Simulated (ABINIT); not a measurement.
A run of ABINIT 10.8.3 (patched build) is set up as follows.

Contents of run.abi:

```
# Pseudopotentials
pp_dirpath "./"
pseudos "W.upf, S.upf"

# Structure
acell 3*1.0 Angstrom
rprim
     1.5790000000     0.9116360751     6.1633333333
    -1.5790000000     0.9116360751     6.1633333333
     0.0000000000    -1.8232721501     6.1633333333
ntypat 2
znucl 74 16
natom 3
typat 1 2 2
xred
     0.0000000000     0.0000000000     0.0000000000
     0.5810000000     0.5810000000     0.5810000000
     0.7503000000     0.7503000000     0.7503000000

# Plane-wave basis
ecut 30.0

# k points
kptopt 1
ngkpt 8 8 8
nshiftk 1
shiftk 0.0 0.0 0.0

# Exchange and correlation
ixc 7

# Bands and occupations
nband 17
occopt 3
tsmear 0.00183747

# SCF cycle
nstep 100
tolvrs 1.0e-10

# Output
iomode 3
prtwf 0
prtden 0
prteig 0
prtebands 0
enunit 2
```

Potentials or basis: PseudoDojo NC SR LDA v0.4.1 standard.

The run is started by

```bash
$ mpirun --bind-to none -np 4 abinit run.abi > log 2>&1
```

Question: Predict the pressure.

Answer: -4.1 GPa.

Question: Estimate the band gap on the k mesh.

Answer: 1.10 eV, indirect (least direct gap 2.28 eV).

Question: What does it give for the largest force?

Answer: 0.593 eV/Å.

Stress tensor (GPa, compression positive):
```
-4.21  0.00  0.00
 0.00 -4.21  0.00
 0.00  0.00 -3.76
```

Caveat: spin-orbit coupling is left out, which moves the levels of the heavy elements. Expect the measured gap to be larger: semilocal functionals such as LDA lack the derivative discontinuity.
